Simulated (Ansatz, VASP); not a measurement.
**Se: VASP beside Ansatz**

```
Se
1.0
     3.86090    2.22909    6.52812
    -3.86090    2.22909    6.52812
     0.00000   -4.45819    6.52812
Se
12
Direct
  0.06169 0.54758 0.06169
  0.06169 0.06169 0.54758
  0.54758 0.06169 0.06169
  0.93831 0.45242 0.93831
  0.45242 0.93831 0.93831
  0.93831 0.93831 0.45242
  0.28901 0.60937 0.28901
  0.28901 0.28901 0.60937
  0.60937 0.28901 0.28901
  0.71099 0.39063 0.71099
  0.39063 0.71099 0.71099
  0.71099 0.71099 0.39063
```

Alike in both runs: functional r2SCAN; k mesh 3 × 3 × 3; occupations gaussian, width 0.1 eV; no spin polarisation.

Ansatz relaxed the structure, and its values are those at the end. VASP's run is a single point on that final structure, the one shown.

|  | VASP | Ansatz |
| --- | --- | --- |
| version | VASP 6.6.1 | Ansatz 0.2.0 |
| potentials or method | VASP PAW PBE potentials, release 64 (Se) | scalar-relativistic, plane waves, PAW |
| plane-wave cutoff (eV) | 520 | 500 |
| valence electrons in the cell | 72 | 192 |

```csv
,VASP,Ansatz,Ansatz less VASP
gap on the k mesh at the Fermi level (eV),none,none,-
pressure (GPa),-0.1,-0.1,+0.04
rms of the force components (eV/Å),0.012,0.009,-0.0024
```

A gap of «none» marks a metal or a gap that the smearing closes. The two sets of potentials don't hold the same shells in valence.

Caveats: the PAW data sets were made with another functional, which shifts forces and pressure a little (VASP).
